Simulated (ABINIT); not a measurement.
Rh:

```
Rh
1.0
     0.00000    1.89785    1.89785
     1.89785    0.00000    1.89785
     1.89785    1.89785    0.00000
Rh
1
Direct
  0.00000 0.00000 0.00000
```

Base run:

```yaml
Program: ABINIT 10.8.3 (patched build)
Functional: BLYP
Potentials_or_basis: JTH PAW PBE v2.0
Cutoff: 435 eV
k_mesh: 12 × 12 × 12
Occupations: fermi-dirac, width 0.05 eV
Spin: no spin polarisation
```

Its results: band gap on the k mesh none (metal or under the smearing width); pressure 21.3 GPa.

The run is repeated on the same cell with these changes: functional from BLYP to PBEsol; k mesh from 12 × 12 × 12 to 5 × 5 × 5. What comes out?

Band gap on the k mesh none (metal or under the smearing width); pressure -0.7 GPa.

Several settings changed at once, so the effect can't be laid on one alone.

Caveats: some runs use coarse meshes; so large a pressure means that the cell lies far from this level's equilibrium, or that cutoff or potentials fall short (some runs); the potentials were made for another functional, which shifts forces and pressure (some runs); the PAW data sets were made with another functional, which shifts forces and pressure a little (some runs).
